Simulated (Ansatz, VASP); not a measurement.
**One calculation of TiH4, two programs**

INCAR

```
SYSTEM = TiH4
PREC = Accurate
ENCUT = 600
EDIFF = 1E-6
ISMEAR = 0
SIGMA = 0.1
LREAL = .FALSE.
LASPH = .TRUE.
NELM = 100
ALGO = Normal
ISIF = 3
LWAVE = .FALSE.
LCHARG = .FALSE.
GGA = PE
IBRION = 2
NSW = 100
EDIFFG = -0.01
```

File KPOINTS:

```
regular mesh
0
G
  12 12 10
  0 0 0
```

POSCAR

```
TiH4
1.0
    2.9239477046      0.0000000000      0.0000000000
   -1.4619738523      2.5322129915      0.0000000000
    0.0000000000      0.0000000000      4.0831121144
Ti H
1 4
Direct
    0.0000000000      0.0000000000      0.0000000000
    0.3333333333      0.6666666667      0.2495649040
    0.3333333333      0.6666666667      0.7504350960
    0.6666666667      0.3333333333      0.2495649040
    0.6666666667      0.3333333333      0.7504350960
```

Input for Ansatz:

```yaml
crystal:
  lattice:
    - [2.9239477046, 0.0, 0.0]
    - [-1.4619738523, 2.5322129915, 0.0]
    - [0.0, 0.0, 4.0831121144]
  atoms:
    - { symbol: Ti, position: [0.0, 0.0, 0.0] }
    - { symbol: H, position: [0.3333333333, 0.6666666667, 0.249564904] }
    - { symbol: H, position: [0.3333333333, 0.6666666667, 0.750435096] }
    - { symbol: H, position: [0.6666666667, 0.3333333333, 0.249564904] }
    - { symbol: H, position: [0.6666666667, 0.3333333333, 0.750435096] }
basis:
  ecutwfc: 420
kpoints:
  mp_grid: { grid: [12, 12, 10] }
hamiltonian:
  xc: pbe
scf:
  occupations: { method: gaussian, width: 0.1 }
output:
  forces: true
  stress: true
  eigenvalues: true
relax:
  adjacent_minimum: "off"
  f_tol: 0.01
  max_steps: 80
  cell: { stress_tol: 0.05 }
```

Change from the starting cell: ordered vacancies on the cation sites of aluminium diboride (P6/mmm, No. 191).

Alike in both runs: task relaxation of cell and atoms; functional PBE; k mesh 12 × 12 × 10; occupations gaussian, width 0.1 eV; no spin polarisation.

|  | VASP | Ansatz |
| --- | --- | --- |
| version | VASP 6.6.1 | Ansatz 0.2.0 |
| potentials or method | VASP PAW PBE potentials, release 64 (Ti_sv, H) | scalar-relativistic, plane waves, PAW |
| plane-wave cutoff (eV) | 600 | 420 |
| valence electrons in the cell | 16 | 16 |

Ansatz gave:

- gap on the k mesh at the Fermi level, each at its own relaxed structure (eV): none
- relaxed volume (Å³/atom): 6.16
- relaxed cell length with the largest relative difference (Å): 4.172

Question: Which values does VASP return?

Answer: gap on the k mesh at the Fermi level, each at its own relaxed structure (eV): none; relaxed volume (Å³/atom): 6.13; relaxed cell length with the largest relative difference (Å): 4.140.

A gap of «none» marks a metal or a gap that the smearing closes.
